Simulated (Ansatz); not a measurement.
Runs of Ansatz 0.2.0 on Si. It takes space group Fd-3m (No. 227, cubic). Conventional cell: a = 5.444 Å, b = 5.444 Å, c = 5.444 Å, α = 90.00°, β = 90.00°, γ = 90.00°. Si (site symmetry -43m) is surrounded by 4 Si at 2.36 Å. 

```csv
task,level,points for each segment of the path,gap on the mesh (eV),pressure (GPa),V0 of scaled cells (Å³/atom),B0 (GPa)
equation of state,PBE0,-,-,-,20.10,(b)
band structure,HSE06,4,(a),-0.2,-,-
band structure,PBE0,4,1.95,(c),-,-
equation of state,HSE06,-,-,-,20.13,98
```

Alike in all rows: potentials or basis Ansatz PAW; no spin polarisation; cell as given; k mesh 6 × 6 × 6; cutoff (eV) 420; smearing fermi-dirac 0.05 eV.

Q: Estimate the missing entries.

A: (a) 1.29; (b) 100; (c) -0.3.

Caveats: the PAW data sets were made with another functional, which shifts forces and pressure a little (some runs); the k mesh misses the band edges, so the gap on the mesh is wider than the one along the path (some runs); the PAW data sets come from PBE, with cores solved anew for the run's functional, which leaves a small shift of forces and pressure (some runs); the thresholds are loose for stress (some runs).
